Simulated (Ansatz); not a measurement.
# Ti (P6_3/mmc) in Ansatz: further runs

One crystal, Ti, is run at these levels: PBE, LDA; tasks: single point, relaxation of cell and atoms.

All numbers are computed with Ansatz 0.2.0; they aren't measurements. Logs are shortened: lines on timing, memory, paths and dates and some standing lists are left out, and cuts for length are marked.

## 1. Starting point

Symmetry: P6_3/mmc, No. 194, hexagonal system. The conventional cell has a = 2.950 Å, b = 2.950 Å, c = 4.680 Å, α = 90.00°, β = 90.00°, γ = 120.00°. Ti (site symmetry -6m2) has 12 Ti at 2.89 to 2.95 Å as nearest neighbours.

## 2. Single point, PBE

input.yaml

```yaml
crystal:
  lattice:
    - [2.95, 0.0, 0.0]
    - [-1.475, 2.5547749412, 0.0]
    - [0.0, 0.0, 4.68]
  atoms:
    - { symbol: Ti, position: [0.6666666667, 0.3333333333, 0.75] }
    - { symbol: Ti, position: [0.3333333333, 0.6666666667, 0.25] }
kpoints:
  mp_grid: { grid: [10, 10, 6] }
scf:
  occupations: { method: gaussian, width: 0.025 }
hamiltonian:
  xc: pbe
  pseudopotentials: { kind: all_electron, lapw: { basis_error: 0.001 } }
output:
  forces: true
  stress: true
  eigenvalues: true
```

Potentials or basis: all-electron LAPW, scalar-relativistic.

On the command line:

```console
$ ansatz run input.yaml --threads 1 --pin off --max-ram 3072MiB --backend cpu --events-out ev --progress --plain --runs-dir out
```

Standard output:

```text
Warning: RAYON_NUM_THREADS=1 ignored (pool sized by the plan → 1); use --threads N
LAPW: plane waves up to 7.601 Å⁻¹, error target 1.0e-3 eV per atom; small_component_spin mean_spin; Ti in spheres of 1.447 Å, 12 of its electrons in bands, Dirac shells [] (how accurate: hamiltonian.pseudopotentials.lapw.basis_error, Limitations)
Engine: ansatz 0.2.0, x86_64-unknown-linux-gnu
Pseudopotentials: kind: all_electron
Pseudopotential: Ti, LAPW, valence charge 12, lapw/all_electron/scalar/gaussian/Ti, Koelling and Harmon's equation, gaussian nucleus
Functional definition: PBE
  parameter kappa = 0.804
  parameter beta = 0.06672455060314922
  exchange = pbe_x(kappa = kappa, mu = beta*pi^2/3)
  correlation = pbe_c(beta = beta)
Crystal: 2 atoms, lattice volume = 35.271 Å³
Basis set: ecut = 220.1462142393705 eV, 263 PW (Γ), exchange–correlation at level 2
Bands: 16, of which v1, the nominal top of the filled ones, is band 12 counted from 1 (11 counted from 0)
Symmetry: 24 space group operations
Space group: P63/mmc (ITA 194), of the structure as read, at distance tolerance 3.3e-5 Å
k-points: 56 of 600
Non-local potential: Ti, projectors of the file, none
Initial density: superposition of atomic densities (chi_scale 0.1, normalization cell)
Initial wavefunctions: plane waves of lowest kinetic energy (no species holds an atomic orbital)
Functional: x = pbe(κ = 0.804, μ = 0.2195149727645171), c = pbe(β = 0.06672455060314922)
iter 1 solved again at ethr=7.24e-4 eV; its pass at ethr=1.00e-1 eV (dr2=1.74e-1 eV) is discarded
SCF iter   1: F=—  HF=-46467.031708 eV  |F-HF|=—  |Δ(HF+E_count)|=         —  Δρ=2.59e-2  dr2=1.75e-1  ethr=7.24e-4  ⟨swp⟩=2.7  Hψ=6369  notcnv=0
preconditioner: auto → none  [metal: Δε(μ)=0.022 eV  Ē_g=3.096 eV  σ=0.025 eV  W_gap=0.47  n_scr=8 (ndim 8)  ℏωp=17.7 eV  f_vac=0.000  D(μ)=1.63/eV (n_scr^D=22)  sad-step TF]
SCF iter   2: F=—  HF=-46466.681472 eV  |F-HF|=—  |Δ(HF+E_count)|=   3.50e-1  Δρ=9.13e-3  dr2=3.03e-2  ethr=7.24e-4  ⟨swp⟩=3.0  Hψ=3399  notcnv=0
SCF iter   3: F=—  HF=-46466.657226 eV  |F-HF|=—  |Δ(HF+E_count)|=   2.42e-2  Δρ=6.13e-3  dr2=1.17e-2  ethr=1.26e-4  ⟨swp⟩=2.4  Hψ=3055  notcnv=0
iter 4 solved again at ethr=7.97e-7 eV; its pass at ethr=4.87e-5 eV (dr2=1.91e-4 eV) is discarded
SCF iter   4: F=—  HF=-46466.656241 eV  |F-HF|=—  |Δ(HF+E_count)|=         —  Δρ=7.70e-4  dr2=1.91e-4  ethr=7.97e-7  ⟨swp⟩=2.0  Hψ=4606  notcnv=0
the basis was enlarged: its passes take 130.3 KiB over the memory plan, 1 of 1 planned eigensolver slots
SCF iter   5: F=—  HF=-46466.656193 eV  |F-HF|=—  |Δ(HF+E_count)|=   4.77e-5  Δρ=9.92e-5  dr2=2.81e-6  ethr=7.95e-7  ⟨swp⟩=2.0  Hψ=2798  notcnv=0
SCF iter   6: F=—  HF=-46466.656193 eV  |F-HF|=—  |Δ(HF+E_count)|=   6.35e-8  Δρ=2.00e-5  dr2=1.06e-7  ethr=1.17e-8  ⟨swp⟩=3.0  Hψ=2980  notcnv=0
SCF iter   7: F=-46466.656193 eV  HF=-46466.656193 eV  |F-HF|=2.91e-10  |Δ(HF+E_count)|=   1.72e-7  Δρ=1.07e-6  dr2=2.32e-10  ethr=4.44e-10  ⟨swp⟩=2.9  Hψ=2891  notcnv=0
SCF 1 converged in 7 iterations: F = -46466.656193 eV  dr2 = 2.32e-10
SCF converged after 7 iterations
Free energy (F): -46466.656193 eV
Harris-Foulkes:  -46466.656193 eV  (|F-HF|=2.91e-10)
Internal energy: -46466.655121 eV  (E = F + TS)
E sigma→0 (E₀):  -46466.655657 eV
Entropy (-TS):   -0.001072 eV (-0.536 meV/atom)
Fermi energy:    13.525427 eV
--- Per-component energies (eV) ---
  E_band       = -311.450534
  E_kinetic    = 46914.389026
  E_xc         = -2295.643723
  E_electrostatic = -91085.400424  (all electrons and nuclei)
  E_smearing   = -0.001072  (= −TS)
  E_closure    = 0.000000  (closes the sum)
  E_atoms      = -46453.242101  (free atoms, spherical and without spin; not in F)
  Σ components = -46466.656193   (vs F -46466.656193, Δ=0.00e0)
  Basis errors (estimates in eV, not in F): energy 1.3e-4 per atom: plane waves 8.8e-5 (4.5e-5 summed), levels above the bands 0.0e0, relativity 9.0e-9, radial functions 4.4e-5, core shells 2.4e-8; eigenvalues (radial functions only) 9.5e-7; not estimated: angular momenta, meshes, grids; target (lapw.basis_error) 1.0e-3; muffin-tin radii Ti 1.447 Å
--- Forces (eV/Å), atoms counted from 1 ---
  atom   1  Ti    -0.00000000     0.00000000     0.00000000
  atom   2  Ti    -0.00000000     0.00000000    -0.00000000
  max |Σ_I F_I| component: 5.55e-17 eV/Å
--- Stress (GPa, compression-positive) ---
       -1.358556      -0.000000       0.000000
       -0.000000      -1.358556       0.000000
        0.000000       0.000000      -1.602722
  P = ⅓ Tr σ = -1.4399 GPa (-14.399 kbar)
--- Band table (eV; the first three rows and the last of 56) ---
  k-point 0: bands = ["-43.3030", "-43.1742", "-19.8888", "-19.2754", "-19.2754", "-19.2143", "-19.1796", "-19.1796", "7.3977", "10.8972", "14.2548", "14.3138", "14.3138", "14.4118", "14.7991", "14.7991"]
  k-point 1: bands = ["-43.2945", "-43.1829", "-19.8452", "-19.2690", "-19.2690", "-19.2612", "-19.1861", "-19.1861", "7.6270", "10.7601", "13.9121", "14.2225", "14.2225", "14.2871", "14.6810", "14.6810"]
  k-point 2: bands = ["-43.2711", "-43.2067", "-19.7251", "-19.3880", "-19.2515", "-19.2515", "-19.2037", "-19.2037", "8.2785", "10.1910", "13.5280", "13.9687", "14.1483", "14.1483", "14.4334", "14.4334"]
  k-point 55: bands = ["-43.1633", "-43.1633", "-19.7168", "-19.7168", "-19.5182", "-19.5182", "-19.3054", "-19.3054", "12.0451", "12.0451", "12.7601", "12.7601", "13.3087", "13.3087", "15.1757", "15.1757"]
```

Run time: 17 s. Hardware: 1 thread of Intel Xeon at 2.50GHz (Skylake/Cascade Lake), shared host; peak memory 0.3 GiB.

Results:

```
Free energy            : -46466.6562 eV
Pressure               : -1.4 GPa
Band gap on the k mesh : none (metal or under the smearing width)
```

## 3. Single point, PBE

input.yaml, as its differences from that of step 2:

```diff
@@ -11,3 +11,3 @@
 scf:
-  occupations: { method: gaussian, width: 0.025 }
+  occupations: { method: gaussian, width: 0.021 }
 hamiltonian:
```

Potentials or basis: all-electron LAPW, scalar-relativistic.

On the command line:

```console
$ ansatz run input.yaml --threads 1 --pin off --max-ram 3072MiB --backend cpu --events-out ev --progress --plain --runs-dir out
```

Wall time 16 s (1 thread of Intel Xeon at 2.50GHz (Skylake/Cascade Lake), shared host); peak memory 0.3 GiB.

The run converged. Its results:

* Free energy: -46466.6560 eV
* Pressure: -1.4 GPa
* Band gap on the k mesh: none (metal or under the smearing width)

Stress tensor (GPa, compression positive):
```
-1.35  0.00  0.00
 0.00 -1.35  0.00
 0.00  0.00 -1.61
```

Levels at points of the mesh, in eV from the Fermi level:
```tsv
k point	band 10	band 11	band 12	band 13	band 14	band 15
(0.00, 0.00, 0.00)	-2.63	0.73	0.79	0.79	0.89	1.27
(0.00, 0.00, -0.50)	-4.30	0.10	0.10	0.70	0.70	0.70
(0.00, -0.50, 0.00)	-2.09	-1.79	-0.62	0.51	0.63	1.17
(0.00, -0.50, -0.50)	-2.48	-0.78	-0.78	1.31	1.31	1.73
```

## 4. Single point, PBE

input.yaml, as its differences from that of step 3:

```diff
@@ -11,3 +11,3 @@
 scf:
-  occupations: { method: gaussian, width: 0.021 }
+  occupations: { method: gaussian, width: 0.023 }
 hamiltonian:
```

Potentials or basis: all-electron LAPW, scalar-relativistic.

On the command line:

```console
$ ansatz run input.yaml --threads 1 --pin off --max-ram 3072MiB --backend cpu --events-out ev --progress --plain --runs-dir out
```

Standard output:

```text
Warning: RAYON_NUM_THREADS=1 ignored (pool sized by the plan → 1); use --threads N
LAPW: plane waves up to 7.601 Å⁻¹, error target 1.0e-3 eV per atom; small_component_spin mean_spin; Ti in spheres of 1.447 Å, 12 of its electrons in bands, Dirac shells [] (how accurate: hamiltonian.pseudopotentials.lapw.basis_error, Limitations)
Engine: ansatz 0.2.0, x86_64-unknown-linux-gnu
Pseudopotentials: kind: all_electron
Pseudopotential: Ti, LAPW, valence charge 12, lapw/all_electron/scalar/gaussian/Ti, Koelling and Harmon's equation, gaussian nucleus
Functional definition: PBE
  parameter kappa = 0.804
  parameter beta = 0.06672455060314922
  exchange = pbe_x(kappa = kappa, mu = beta*pi^2/3)
  correlation = pbe_c(beta = beta)
Crystal: 2 atoms, lattice volume = 35.271 Å³
Basis set: ecut = 220.1462142393705 eV, 263 PW (Γ), exchange–correlation at level 2
Bands: 16, of which v1, the nominal top of the filled ones, is band 12 counted from 1 (11 counted from 0)
Symmetry: 24 space group operations
Space group: P63/mmc (ITA 194), of the structure as read, at distance tolerance 3.3e-5 Å
k-points: 56 of 600
Non-local potential: Ti, projectors of the file, none
Initial density: superposition of atomic densities (chi_scale 0.1, normalization cell)
[... 11 lines left out ...]
SCF iter   6: F=—  HF=-46466.656110 eV  |F-HF|=—  |Δ(HF+E_count)|=   7.33e-7  Δρ=1.94e-5  dr2=1.02e-7  ethr=5.94e-9  ⟨swp⟩=2.9  Hψ=2990  notcnv=0
SCF iter   7: F=-46466.656110 eV  HF=-46466.656110 eV  |F-HF|=9.90e-9  |Δ(HF+E_count)|=   1.92e-7  Δρ=2.88e-6  dr2=2.47e-9  ethr=4.27e-10  ⟨swp⟩=2.9  Hψ=2913  notcnv=0
SCF 1 converged in 7 iterations: F = -46466.656110 eV  dr2 = 2.47e-9
SCF converged after 7 iterations
Free energy (F): -46466.656110 eV
Harris-Foulkes:  -46466.656110 eV  (|F-HF|=9.90e-9)
Internal energy: -46466.655173 eV  (E = F + TS)
E sigma→0 (E₀):  -46466.655641 eV
Entropy (-TS):   -0.000937 eV (-0.468 meV/atom)
Fermi energy:    13.524882 eV
--- Per-component energies (eV) ---
  E_band       = -311.451002
  E_kinetic    = 46914.382992
  E_xc         = -2295.642782
  E_electrostatic = -91085.395383  (all electrons and nuclei)
  E_smearing   = -0.000937  (= −TS)
  E_closure    = 0.000000  (closes the sum)
  E_atoms      = -46453.242101  (free atoms, spherical and without spin; not in F)
  Σ components = -46466.656110   (vs F -46466.656110, Δ=0.00e0)
  Basis errors (estimates in eV, not in F): energy 1.3e-4 per atom: plane waves 8.8e-5 (4.5e-5 summed), levels above the bands 0.0e0, relativity 9.0e-9, radial functions 4.4e-5, core shells 2.4e-8; eigenvalues (radial functions only) 9.5e-7; not estimated: angular momenta, meshes, grids; target (lapw.basis_error) 1.0e-3; muffin-tin radii Ti 1.447 Å
--- Forces (eV/Å), atoms counted from 1 ---
  atom   1  Ti     0.00000000     0.00000000     0.00000000
  atom   2  Ti     0.00000000     0.00000000    -0.00000000
  max |Σ_I F_I| component: 0.00e0 eV/Å
--- Stress (GPa, compression-positive) ---
       -1.356890      -0.000000       0.000000
        0.000000      -1.356890       0.000000
        0.000000       0.000000      -1.603633
  P = ⅓ Tr σ = -1.4391 GPa (-14.391 kbar)
--- Band table (eV; the first three rows and the last of 56) ---
  k-point 0: bands = ["-43.3031", "-43.1742", "-19.8887", "-19.2755", "-19.2755", "-19.2142", "-19.1797", "-19.1797", "7.3977", "10.8972", "14.2548", "14.3138", "14.3138", "14.4119", "14.7990", "14.7990"]
  k-point 1: bands = ["-43.2945", "-43.1829", "-19.8451", "-19.2691", "-19.2691", "-19.2611", "-19.1861", "-19.1861", "7.6270", "10.7601", "13.9122", "14.2224", "14.2224", "14.2871", "14.6809", "14.6809"]
  k-point 2: bands = ["-43.2711", "-43.2067", "-19.7250", "-19.3880", "-19.2516", "-19.2516", "-19.2037", "-19.2037", "8.2785", "10.1910", "13.5280", "13.9687", "14.1483", "14.1483", "14.4333", "14.4333"]
  k-point 55: bands = ["-43.1633", "-43.1633", "-19.7169", "-19.7169", "-19.5183", "-19.5183", "-19.3054", "-19.3054", "12.0451", "12.0451", "12.7601", "12.7601", "13.3086", "13.3086", "15.1757", "15.1757"]
```

It took 15 s on 1 thread of Intel Xeon at 2.50GHz (Skylake/Cascade Lake), shared host; peak memory 0.3 GiB.

What came out:

| Quantity | Value |
| --- | --- |
| Free energy | -46466.6561 eV |
| Pressure | -1.4 GPa |
| Band gap on the k mesh | none (metal or under the smearing width) |

## 5. Single point, PBE

input.yaml, as its differences from that of step 4:

```diff
@@ -11,3 +11,3 @@
 scf:
-  occupations: { method: gaussian, width: 0.023 }
+  occupations: { method: gaussian, width: 0.1 }
 hamiltonian:
```

On the command line:

```console
$ ansatz run input.yaml --threads 1 --pin off --max-ram 3072MiB --backend cpu --events-out ev --progress --plain --runs-dir out
```

It took 17 s on 1 thread of Intel Xeon at 2.50GHz (Skylake/Cascade Lake), shared host; peak memory 0.3 GiB.

Results (log left out):

```yaml
Free_energy: -46466.6626 eV
Pressure: -1.5 GPa
Band_gap_on_the_k_mesh: none (metal or under the smearing width)
```

Stress tensor (GPa, compression positive):
```
-1.35  0.00  0.00
 0.00 -1.35  0.00
 0.00  0.00 -1.73
```

Levels at points of the mesh, in eV from the Fermi level:
```csv
k point,band 8,band 9,band 10,band 11,band 12,band 13,band 14,band 15,band 16
"(0.00, 0.00, 0.00)",-32.71,-6.14,-2.64,0.72,0.78,0.78,0.88,1.26,1.26
"(0.00, 0.00, -0.50)",-32.76,-4.31,-4.31,0.09,0.09,0.69,0.69,0.69,0.69
"(0.00, -0.50, 0.00)",-32.78,-2.31,-2.11,-1.80,-0.63,0.50,0.62,1.16,3.30
"(0.00, -0.50, -0.50)",-32.86,-2.49,-2.49,-0.79,-0.79,1.29,1.29,1.72,1.72
```

## 6. Relaxation of cell and atoms, LDA

input.yaml, as its differences from that of step 5:

```diff
@@ -11,5 +11,5 @@
 scf:
-  occupations: { method: gaussian, width: 0.1 }
+  occupations: { method: fermi_dirac, width: 0.05 }
 hamiltonian:
-  xc: pbe
+  xc: lda
   pseudopotentials: { kind: all_electron, lapw: { basis_error: 0.001 } }
@@ -18,2 +18,5 @@
   stress: true
-  eigenvalues: true
+relax:
+  f_tol: 0.01
+  max_steps: 60
+  cell: {}
```

Potentials or basis: all-electron LAPW, scalar-relativistic.

On the command line:

```console
$ ansatz run input.yaml --threads 1 --pin off --max-ram 3072MiB --backend cpu --events-out ev --progress --plain --runs-dir out
```

Run time: 79 s. Hardware: 1 thread of Intel Xeon at 2.50GHz (Skylake/Cascade Lake), shared host; peak memory 0.33 GiB.

It converged, with:

```yaml
Free_energy: -46368.1365 eV
Relaxed_volume: 16.10 Å³/atom
Relaxed_cell: a = 2.867 Å, b = 2.867 Å, c = 4.521 Å, α = 90.00°, β = 90.00°, γ = 120.00°
Space_group_after_relaxing_to_0.05_Å: P6_3/mmc (No. 194)
Energy_gained_by_relaxing: 50.5 meV/atom
Ionic_steps: 7
Pressure_after_relaxing: 0.0 GPa
```

Step by step:
| step | energy change (eV) | largest force (eV/Å) | volume (Å³) |
| --- | --- | --- | --- |
| 1 | 0.0000 | 0.0000 | 35.27 |
| 2 | -0.0577 | 0.0000 | 30.39 |
| 3 | -0.1004 | 0.0000 | 32.41 |
| 4 | -0.1010 | 0.0000 | 32.21 |
| 5 | -0.1011 | 0.0000 | 32.19 |
| 6 | -0.1011 | 0.0000 | 32.20 |
| 7 | -0.1011 | 0.0000 | 32.20 |

Final structure:
```yaml
crystal:
  lattice:
    - [2.86745, 0.00000, 0.00000]
    - [-1.43373, 2.48329, 0.00000]
    - [0.00000, 0.00000, 4.52141]
  atoms:
    - { symbol: Ti, position: [0.66667, 0.33333, 0.75000] }
    - { symbol: Ti, position: [0.33333, 0.66667, 0.25000] }
```

## 7. The runs side by side

```tsv
task	level	cell	cutoff (eV)	smearing	gap on the mesh (eV)	pressure (GPa)
single point	PBE	as given	220	gaussian 0.025 eV	none	-1.4
single point	PBE	as given	220	gaussian 0.021 eV	none	-1.4
single point	PBE	as given	220	gaussian 0.023 eV	none	-1.4
single point	PBE	as given	220	gaussian 0.1 eV	none	-1.5
relaxation of cell and atoms	LDA	relaxed	-	fermi-dirac 0.05 eV	-	0.0
```

Alike in all rows: potentials or basis all-electron LAPW, scalar-relativistic; no spin polarisation; k mesh 10 × 10 × 6; basis error allowed 0.001 eV/atom.

Every run on the cell as given and a fine mesh finds a metal.

Compare energies only between runs with the same functional and basis.
